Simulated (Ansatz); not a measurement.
Stress against strain in BAs

```yaml
crystal:
  lattice:
    - [0.00000, 2.38850, 2.38850]
    - [2.38850, 0.00000, 2.38850]
    - [2.38850, 2.38850, 0.00000]
  atoms:
    - { symbol: B, position: [0.00000, 0.00000, 0.00000] }
    - { symbol: As, position: [0.75000, 0.75000, 0.75000] }
```

Atom numbers follow the list: B1, As2.

The cell comes from COD entry 9008833, which wasn't checked; take it as a given geometry.

These are results of DFT, LDA, all-electron LAPW, scalar-relativistic (Ansatz 0.2.0), not measurements.

Sampling and basis: a Γ-centred 15×15×15 k mesh, Fermi–Dirac smearing of 0.03 eV, basis error target 0.25 meV/atom, no spin polarisation.

The strain is applied along the Cartesian axes of the cell as listed (the other components stay zero). Fractional coordinates are held (clamped ions).

σ is the change of stress from the unstrained cell, which is at -3.92 GPa; tension is positive, so slopes are stress–strain coefficients at that pressure.

Only quantities that a quadratic follows smoothly over the whole series are listed; rougher ones are left out.

| εzz | σzz (GPa) | σxx (GPa) |
| --- | --- | --- |
| -0.0300 | -8.38 | -2.16 |
| -0.0200 | -5.53 | -1.37 |
| -0.0100 | -2.73 | -0.65 |
| 0.0000 | 0.00 | 0.00 |
| 0.0100 | 2.67 | 0.58 |
| 0.0300 | 7.80 | 1.55 |

(1) Fit the series and read off the stiffness at zero strain.

(2) One run, at εzz = 0.0200, is withheld. Predict its row.

## Answers

(1) Least-squares fits y = p0 + p1 x + p2 x² to the rows give σzz (GPa): p1 = 270, p2 = -320; σxx (GPa): p1 = 61.8, p2 = -340. So C11 = 270 GPa and C12 = 62 GPa, which gives B = (C11 + 2 C12)/3 = 131 GPa.

(2) The fits give 5.27, 1.10; the run gave 5.27, 1.09.
